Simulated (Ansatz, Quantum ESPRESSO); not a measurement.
# Complex bands of CaSe, rock salt type, lattice constant set to 5.96 Å, part 4 of 4

Aim: how fast states decay in the gap of CaSe, rock salt type, lattice constant set to 5.96 Å.

Quantum ESPRESSO 7.5; plane-wave DFT, PBE, SG15 norm-conserving pseudopotentials; cross-check by Ansatz 0.2.0 with PAW datasets.

So far. Step 2 (Self-consistent run): The run needed 10 iterations to bring the estimated error under 1e-09 Ry. Step 5 (Complex bands with pwcond.x, with ikind = 1): The message: “do_cond (1): different cut-offs on left lead and scattering region”. ikind = 1 needs a scattering region, which this input doesn't give; ikind = 0 solves the crystal alone.

The structure was built from a prototype and need not be the compound's stable phase.

## (6) The same in Ansatz

As a check, the same structure is run in Ansatz.

Level of this step: plane-wave DFT, PBE, Ansatz PAW (Ansatz 0.2.0).

input.yaml reads:

```yaml
crystal:
  lattice:
    - [4.2143564159, 0.0, 0.0]
    - [0.0, 4.2143564159, 0.0]
    - [0.0, 0.0, 5.96]
  atoms:
    - { symbol: Ca, position: [0.0, 0.0, 0.0] }
    - { symbol: Se, position: [0.5, 0.5, 0.0] }
    - { symbol: Ca, position: [0.5, 0.5, 0.5] }
    - { symbol: Se, position: [0.0, 0.0, 0.5] }
kpoints:
  mp_grid: { grid: [6, 6, 6] }
hamiltonian:
  xc: pbe
scf:
  occupations: { method: fixed }
  convergence: { dr2_threshold: 1.0e-09 }
output:
  transmission:
    leads: [[0, 0]]
    kpoints: [[0, 0], [0.5, 0], [0.5, 0.5], [0.25, 0]]
    e_range: [-2.07, 6.9]
    de: 0.23
```

The run is started by

```sh
> ansatz run input.yaml --threads 2 --pin off --max-ram 4096MiB --backend cpu --events-out ev --progress --plain --runs-dir out
```

Numbers of over 12 decimals in the logs are rounded to 6 here.

What it wrote:

```text
Engine: ansatz 0.2.0, aarch64-unknown-linux-gnu
Pseudopotentials: kind: paw
Pseudopotential: Ca, paw, valence charge 10, recommended cutoff 420 eV (normal), Ca.paw.azcp
Pseudopotential: Se, paw, valence charge 16, recommended cutoff 420 eV (normal), Se.paw.azcp
Functional definition: PBE
  parameter kappa = 0.804
  parameter beta = 0.066725
  exchange = pbe_x(kappa = kappa, mu = beta*pi^2/3)
  correlation = pbe_c(beta = beta)
Crystal: 4 atoms, lattice volume = 105.854 Å³
Basis set: ecut = 420 eV, 2071 PW (Γ)
Bands: 32, of which v1, the nominal top of the filled ones, is band 26 counted from 1 (25 counted from 0)
Symmetry: 32 space group operations
Space group: Fm-3m (ITA 225), of the structure as read, at distance tolerance 4.7e-5 Å
k-points: 40 of 216
Non-local potential: Ca, projectors of the file, l = 0: 3, l = 1: 2, l = 2: 2
Non-local potential: Se, projectors of the file, l = 0: 2, l = 1: 2, l = 2: 3, l = 3: 1
PAW form: soft (Blöchl's): semilocal exchange-correlation on the pseudo side does not see the compensation charge
PAW one-centre angular grid: Ca, 110 points (default); XC on 64 Gauss nodes
PAW one-centre angular grid: Se, 590 points (default); XC on 64 Gauss nodes
Initial density: superposition of atomic densities (neutral atoms: chi_scale 0, normalization atom), corrected by the library's trained network
Initial wavefunctions: pseudopotential atomic-orbital guess
Functional: x = pbe(κ = 0.804, μ = 0.219515), c = pbe(β = 0.066725)
SCF iter   1: F=—  HF=-14580.005880 eV  |F-HF|=—  |Δ(HF+E_count)|=         —  Δρ=6.00e-4  dr2=4.77e-4  ethr=1.77e-3  ⟨swp⟩=4.5  Hψ=4948  notcnv=0  defer=138
preconditioner: auto → Resta (q_TF=auto, 2.423 Å⁻¹)  ε∞=3.8  [insulator: Δε(μ)=2.075 eV  Ē_g=8.558 eV  n_scr=28 (ndim 8)  ℏωp=14.4 eV  f_vac=0.002  ε∞_Penn≈3.8]
SCF iter   2: F=—  HF=-14580.005487 eV  |F-HF|=—  |Δ(HF+E_count)|=   3.92e-4  Δρ=3.56e-4  dr2=2.39e-4  ethr=9.17e-7  ⟨swp⟩=2.2  Hψ=2635  notcnv=0  defer=156
SCF iter   3: F=—  HF=-14580.005614 eV  |F-HF|=—  |Δ(HF+E_count)|=   1.27e-4  Δρ=2.53e-4  dr2=1.08e-4  ethr=4.60e-7  ⟨swp⟩=2.1  Hψ=2340  notcnv=0  defer=158
SCF iter   4: F=—  HF=-14580.005535 eV  |F-HF|=—  |Δ(HF+E_count)|=   7.95e-5  Δρ=9.93e-5  dr2=1.13e-5  ethr=2.08e-7  ⟨swp⟩=2.0  Hψ=2251  notcnv=0  defer=129
SCF iter   5: F=—  HF=-14580.005531 eV  |F-HF|=—  |Δ(HF+E_count)|=   3.64e-6  Δρ=2.16e-5  dr2=4.75e-7  ethr=2.18e-8  ⟨swp⟩=2.0  Hψ=2261  notcnv=0  defer=95
SCF iter   6: F=—  HF=-14580.005532 eV  |F-HF|=—  |Δ(HF+E_count)|=   8.99e-7  Δρ=4.02e-6  dr2=2.03e-8  ethr=9.13e-10  ⟨swp⟩=2.0  Hψ=1545  notcnv=0  defer=89
SCF iter   7: F=—  HF=-14580.005532 eV  |F-HF|=—  |Δ(HF+E_count)|=   2.61e-8  Δρ=1.54e-6  dr2=4.62e-9  ethr=3.90e-11  ⟨swp⟩=2.6  Hψ=2225  notcnv=0  defer=89
SCF iter   8: F=-14580.005532 eV  HF=-14580.005532 eV  |F-HF|=2.29e-10  |Δ(HF+E_count)|=  1.20e-10  Δρ=3.54e-7  dr2=2.87e-10  ethr=1.92e-12  ⟨swp⟩=8.1  Hψ=6373  notcnv=0
SCF 1 converged in 8 iterations: F = -14580.005532 eV  dr2 = 2.87e-10
  greatest PAW one-centre occupation: 1.000 electrons in one spin orbital (limit 2), on the Se atom at site 3 (counted from 0), in its partial waves of l = 2
transmission: 12 of 48 steps passed
transmission: 24 of 48 steps passed
transmission: 36 of 48 steps passed
transmission: 48 of 48 steps passed
SCF converged after 8 iterations
Free energy (F): -14580.005532 eV
Harris-Foulkes:  -14580.005532 eV  (|F-HF|=2.29e-10)
Internal energy: -14580.005532 eV  (E = F + TS)
E sigma→0 (E₀):  -14580.005532 eV
Fermi energy:    6.819196 eV
--- Per-component energies (eV) ---
  E_band       = -1035.097274
  E_kinetic    = 796.066881
  E_local      = -6466.032608  (includes V_loc(G=0)·N_el)
  E_nonlocal   = -1066.449847
  E_hartree    = 2966.559450
  E_xc         = -486.011290
  E_vxc        = -542.872804  (∫ρ·V_xc dr)
  E_paw        = -5538.126236  (= ΣΔE_a)
  E_vpaw       = 311.073924  (= ΣTr[D̂ρ^β])
  E_aug_tail   = -0.001181  (compensation charges beyond the density's cutoff)
  E_ewald      = -4786.010703
  E_smearing   = -0.000000  (= −TS)
  E_closure    = 0.000000  (closes the sum)
  Σ components = -14580.005532   (vs F -14580.005532, Δ=0.00e0)
--- Band table (eV; the first three rows and the last of 40) ---
  k-point 0: bands = [... 22 lower, 5.9079, 6.8192, 6.8192, 6.8192, 8.9043, 10.0455, 10.5366, 10.5366, ... 2 higher]
  k-point 1: bands = [... 22 lower, 5.9414, 6.2990, 6.7100, 6.7100, 8.9856, 10.3816, 10.4095, 10.7854, ... 2 higher]
  k-point 2: bands = [... 22 lower, 6.0461, 6.0461, 6.4693, 6.4693, 9.2213, 10.0088, 10.8120, 11.2489, ... 2 higher]
  k-point 39: bands = [... 22 lower, 4.8921, 4.8921, 5.1983, 5.1983, 11.2021, 11.2021, 11.2021, 11.2021, ... 2 higher]
--- Transmission ---
  basis      : 149 plane waves across, 12 finite elements along
  points     : 4, as listed
  energies   : 40 from -2.070000 to 6.900000 eV about the Fermi level, 0.230000 eV apart; the leads are filled to 1.042500 eV, and channels, transmission and decay are at 1.150000 eV
  crystal 0  : Ca2Se2, at the sites [0, 0], period 5.9600 Å: whole cells are its period
    offset         : up to 0.0000 Å between an atom of the period and one for which it stands
    channels       : 0.000000e0 a spin
    conductance    : none, the energies end too early or step too widely for 300 K: set another output.transmission.e_range or a lower de, or, where they end at an eighth of basis.ecutwfc, a higher one
    slowest decay  : 0.1784 /Å at (0.0000, 0.0000)
```

Elapsed: 1.8 min, on 2 threads of Arm Neoverse N1, shared host; peak memory 0.47 GiB.

Read from the output:

```
free energy                                      : -14580.0055 eV
gap by band count                                : 2.085 eV
symmetry operations                              : 32
slowest decay at the grid energy nearest mid-gap : 0.1784 Å⁻¹
peak of the smallest κ at the zone centre        : 0.1851 Å⁻¹
peak of the smallest κ at (1/2, 0)               : 0.5487 Å⁻¹
peak of the smallest κ at (1/2, 1/2)             : 0.2666 Å⁻¹
peak of the smallest κ at (1/4, 0)               : 0.3635 Å⁻¹
valence top, on the run's zero                   : 6.819 eV
```

K across = (0, 0) in the cell's reciprocal vectors; values within 0.0025 1/Å of each other count once, columns are sorted by size at each energy, a dash where no further value was kept. The Im kz of the slowest decaying states by energy, zero at the highest filled level of the SCF mesh:

```csv
energy (eV),decay 1 (Å⁻¹),decay 2 (Å⁻¹),decay 3 (Å⁻¹)
-2.07,0.369,0.881,1.15
-1.61,0.432,0.786,1.09
-1.15,0.462,0.518,0.771
-0.69,0.477,0.883,0.952
-0.46,0.481,0.902,0.915
0.00,0.00111,0.484,0.835
0.46,0.133,0.292,0.481
0.92,0.169,0.355,0.474
1.38,0.184,0.374,0.462
1.84,0.183,0.301,0.369
2.30,0.169,0.345,0.426
2.53,0.156,0.326,0.414
2.99,0.104,0.270,0.387
3.45,0.172,0.353,0.369
3.91,0.183,0.310,0.467
4.37,0.253,0.310,0.699
4.83,0.146,0.373,0.638
5.29,0.155,0.365,0.410
5.52,0.174,0.422,0.465
5.98,0.190,0.233,0.437
6.44,0.341,0.442,0.658
6.90,0.377,0.391,0.437
```

K across = (0, 0) in the cell's reciprocal vectors. The Re kz of states that move upwards by energy, zero at the highest filled level of the SCF mesh:

```csv
energy (eV),channel 1 (Å⁻¹),channel 2 (Å⁻¹),channel 3 (Å⁻¹),channel 4 (Å⁻¹),channel 5 (Å⁻¹)
-2.07,0.521,-,-,-,-
-1.61,-0.401,-,-,-,-
-1.15,-0.301,-,-,-,-
-0.69,-0.210,0.441,0.441,-,-
-0.23,-0.269,-0.269,-0.110,-,-
0.00,-,-,-,-,-
0.23,-,-,-,-,-
0.69,-,-,-,-,-
1.15,-,-,-,-,-
1.61,-,-,-,-,-
2.07,-,-,-,-,-
2.53,0.420,-,-,-,-
2.76,0.525,-,-,-,-
3.22,-0.339,-,-,-,-
3.68,-0.0844,0.211,-,-,-
4.14,0.234,0.234,0.418,-,-
4.60,-0.439,0.147,0.356,0.356,0.520
5.06,0.221,0.470,0.470,-,-
5.52,-0.452,-0.452,0.278,-,-
5.98,0.108,0.330,-,-,-
6.44,0.257,0.378,-,-,-
6.90,0.332,0.426,-,-,-
```

K across = (1/2, 0) in the cell's reciprocal vectors; values within 0.0025 1/Å of each other count once, columns are sorted by size at each energy, a dash where no further value was kept. Table of Im kz of the slowest decaying states by energy, zero at the highest filled level of the SCF mesh:

| energy (eV) | decay 1 (Å⁻¹) | decay 2 (Å⁻¹) | decay 3 (Å⁻¹) |
| --- | --- | --- | --- |
| -2.07 | 0.195 | 0.775 | 0.828 |
| -1.61 | 0.154 | 0.633 | 0.745 |
| -1.15 | 0.0973 | 0.621 | 1.47 |
| -0.69 | 0.496 | 0.541 | 1.43 |
| -0.46 | 0.519 | 0.596 | 1.40 |
| 0.00 | 0.542 | 0.647 | 1.35 |
| 0.46 | 0.549 | 0.665 | 1.30 |
| 0.92 | 0.545 | 0.666 | 1.25 |
| 1.38 | 0.533 | 0.655 | 1.19 |
| 1.84 | 0.513 | 0.634 | 1.14 |
| 2.30 | 0.484 | 0.604 | 1.07 |
| 2.53 | 0.467 | 0.586 | 1.04 |
| 2.99 | 0.424 | 0.543 | 0.972 |
| 3.45 | 0.364 | 0.487 | 0.897 |
| 3.91 | 0.276 | 0.415 | 0.813 |
| 4.37 | 0.0326 | 0.309 | 0.713 |
| 4.83 | 0.0325 | 0.0527 | 0.176 |
| 5.29 | 0.119 | 0.242 | 1.29 |
| 5.52 | 0.0981 | 0.293 | 1.25 |
| 5.98 | 0.0500 | 0.221 | 0.519 |
| 6.44 | 0.148 | 0.252 | 0.596 |
| 6.90 | 0.252 | 0.261 | 0.647 |

K across = (1/2, 1/2) in the cell's reciprocal vectors; values within 0.0025 1/Å of each other count once, columns are sorted by size at each energy, a dash where no further value was kept. The Im kz of the slowest decaying states by energy, zero at the highest filled level of the SCF mesh:

```
energy (eV)  decay 1 (Å⁻¹)  decay 2 (Å⁻¹)  decay 3 (Å⁻¹)
      -2.07          0.270           1.21              -
      -1.61           1.21              -              -
      -1.15           1.21              -              -
      -0.69          0.159           1.20           1.49
      -0.46          0.211          0.216           1.19
       0.00          0.257          0.275           1.18
       0.46          0.267          0.305           1.16
       0.92          0.251          0.321           1.14
       1.38          0.212          0.326           1.11
       1.84          0.133          0.324           1.09
       2.30          0.315           1.06           1.10
       2.53          0.308           1.04           1.06
       2.99          0.289          0.979           1.00
       3.45          0.262          0.882          0.963
       3.91          0.227          0.764          0.917
       4.37          0.176          0.606          0.865
       4.83         0.0881          0.332          0.805
       5.29          0.164          0.733           1.09
       5.52          0.170          0.690           1.01
       5.98         0.0635          0.181          0.393
       6.44          0.398          0.462          0.949
       6.90          0.406          0.575           1.03
```

K across = (1/4, 0) in the cell's reciprocal vectors; values within 0.0025 1/Å of each other count once, columns are sorted by size at each energy, a dash where no further value was kept. Im kz of the slowest decaying states against energy, zero at the highest filled level of the SCF mesh:

| energy (eV) | decay 1 (Å⁻¹) | decay 2 (Å⁻¹) | decay 3 (Å⁻¹) |
| --- | --- | --- | --- |
| -2.07 | 0.0479 | 0.830 | 0.876 |
| -1.84 | 0.778 | 0.845 | 1.21 |
| -1.38 | 0.0967 | 0.633 | 0.796 |
| -1.15 | 0.173 | 0.429 | 0.554 |
| -0.92 | 0.212 | 0.729 | 0.791 |
| -0.46 | 0.107 | 0.185 | 0.221 |
| -0.23 | 0.259 | 0.328 | 0.606 |
| 0.00 | 0.302 | 0.396 | 0.588 |
| 0.46 | 0.345 | 0.461 | 0.561 |
| 0.69 | 0.356 | 0.477 | 0.549 |
| 0.92 | 0.362 | 0.485 | 0.538 |
| 1.38 | 0.362 | 0.486 | 0.514 |
| 1.61 | 0.357 | 0.480 | 0.501 |
| 1.84 | 0.349 | 0.471 | 0.487 |
| 2.30 | 0.323 | 0.442 | 0.450 |
| 2.53 | 0.305 | 0.422 | 0.424 |
| 2.99 | 0.255 | 0.329 | 0.368 |
| 3.22 | 0.183 | 0.218 | 0.333 |
| 3.45 | 0.166 | 0.289 | 0.497 |
| 3.91 | 0.00661 | 0.141 | 0.151 |
| 4.14 | 0.180 | 0.430 | 0.588 |
| 4.37 | 0.121 | 0.403 | 0.503 |
| 4.83 | 0.331 | 0.394 | 0.498 |
| 5.06 | 0.281 | 0.383 | 0.445 |
| 5.29 | 0.210 | 0.345 | 0.375 |
| 5.75 | 0.0369 | 0.114 | 0.425 |
| 5.98 | 0.0169 | 0.200 | 0.223 |
| 6.21 | 0.0733 | 0.276 | 0.280 |
| 6.67 | 0.178 | 0.313 | 0.334 |
| 6.90 | 0.248 | 0.317 | 0.344 |

## (7) The arithmetic

T falls as exp(−2κd). With κ = 0.173 1/Å, 10 Å of barrier pass exp(−2 × 0.173 × 10) = 0.031 of that channel, interfaces aside.

## (8) Results

| Quantity | Value |
| --- | --- |
| gap on the SCF mesh | 2.07 eV |
| smallest κ at mid-gap among the four k points, at the zone centre | 0.173 Å⁻¹ |
| peak of the smallest κ in the stop band at the zone centre | 0.184 Å⁻¹ |
| peak of the smallest κ in the stop band at (1/2, 0) | 0.548 Å⁻¹ |
| peak of the smallest κ in the stop band at (1/2, 1/2) | 0.265 Å⁻¹ |
| peak of the smallest κ in the stop band at (1/4, 0) | 0.362 Å⁻¹ |
| energy of the peak at the zone centre, over the highest filled level | 1.61 eV |
| peak at the zone centre by Ansatz | 0.185 Å⁻¹ |

**Reading.** With a gap of 2.07 eV on the mesh, the smallest κ at mid-gap among the four k points, at the zone centre is 0.173 Å⁻¹ (PBE, SG15 norm-conserving). For a barrier with the Fermi level at mid-gap the slowest state found, at the zone centre, loses a factor of ten in probability every 6.6 Å or so. Stop bands away from the zone centre are mostly wider than the gap, so their peaks can lie above the conduction bottom. At the zone centre pwcond's peak is 0.184 and Ansatz's 0.185 1/Å, 1 % apart. The cell is the a/√2 one, turned by 45°, with two primitive cells, so X along [001] folds onto kz = 0. A semilocal gap is too small, often by a third to a half and by more in narrow-gap crystals, so real barriers decay faster. Spin-orbit coupling is left out; depending on the atoms that carry the levels of interest, it can split and shift them by tens to hundreds of meV.

[Logs are printed without paths, hosts, clocks, repeated set-up lines and the standing remarks that a program may print on its own settings, such as how far it seeks lower states.]

[Hosts, paths, dates, database ids (printed as entryN), source tags and the programs' standing remarks are cut or masked in the printed files.]

[Maps of the electrostatic potential energy from Ansatz leave out the sawtooth potential of an applied field or a dipole correction, so their vacuum need not be flat; planar profiles and work functions include it.]
